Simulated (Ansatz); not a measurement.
CaSe (rocksalt) (r2SCAN geometry), in Ansatz:

```
CELL_PARAMETERS angstrom
0.00000 2.96754 2.96754
2.96754 0.00000 2.96754
2.96754 2.96754 0.00000
ATOMIC_POSITIONS crystal
Ca 0.00000 0.00000 0.00000
Se 0.50000 0.50000 0.50000
```

G0W0@PBE with 196 empty bands, a screening cutoff of 140 eV and a 4×4×4 mesh (PAW, contour deformation) gives 3.686 eV over the mesh points, from a PBE gap of 2.048 eV; it sums over 209 bands with 181 plane waves in the screening and a wave cutoff of 420 eV. G0W0 here is at a finite number of bands, screening cutoff and k mesh, not at the basis limit. Calculated for a static, non-magnetic cell.

Question: Estimate the gap with potentials of the kind norm-conserving.

Answer: 3.613 eV (-0.073 eV), from a Kohn-Sham gap of 2.048 eV.

Question: Estimate the gap with mesh 6×6×6, empty bands 84, screening cutoff 80 eV.

Answer: 3.541 eV (-0.145 eV), from a Kohn-Sham gap of 2.056 eV.

Question: Estimate the gap with starting point LDA.

Answer: 3.571 eV (-0.115 eV), from a Kohn-Sham gap of 1.890 eV.

Question: Estimate the gap with starting point HSE06.

Answer: 4.039 eV (+0.353 eV), from a Kohn-Sham gap of 3.000 eV.

The runs are scalar-relativistic, without spin-orbit coupling.
